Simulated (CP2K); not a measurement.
The system is HfC.

```
CELL_PARAMETERS angstrom
2.43943 0.00000 0.00000
0.00000 4.69500 0.00000
0.00000 0.00000 2.56227
ATOMIC_POSITIONS crystal
Hf 0.00000 0.00000 0.00000
C 0.00000 0.50000 0.75000
```

The cell was built by a generator and needn't be a form met in nature.

Base run:

* Program: CP2K 2026.2
* Functional: PBEsol
* Potentials or basis: POTENTIAL_UZH Hf GTH-PBE-q12, C GTH-PBE-q4; TZVP-MOLOPT-PBE-GTH basis
* Density cutoff: 9184 eV
* k mesh: 11 × 6 × 10
* Occupations: fermi-dirac, width 0.05 eV
* Spin: no spin polarisation

Its results: band gap on the k mesh none (metal or under the smearing width); pressure 5.6 GPa; largest force 0.123 eV/Å.

Question: After a change of settings the same cell gave: band gap on the k mesh none (metal or under the smearing width); pressure 10.3 GPa; largest force 0.119 eV/Å. Which change was it?
A. functional from PBEsol to LDA
B. functional from PBEsol to HLE16
C. functional from PBEsol to WC
D. functional from PBEsol to PBE

Answer: D.

PBE binds less tightly than PBEsol, so the same cell stands under more pressure.

Caveats: the basis of atomic orbitals isn't converged, which shifts pressures, moduli and gaps; the potentials were made for another functional, which shifts forces and pressure (some runs).
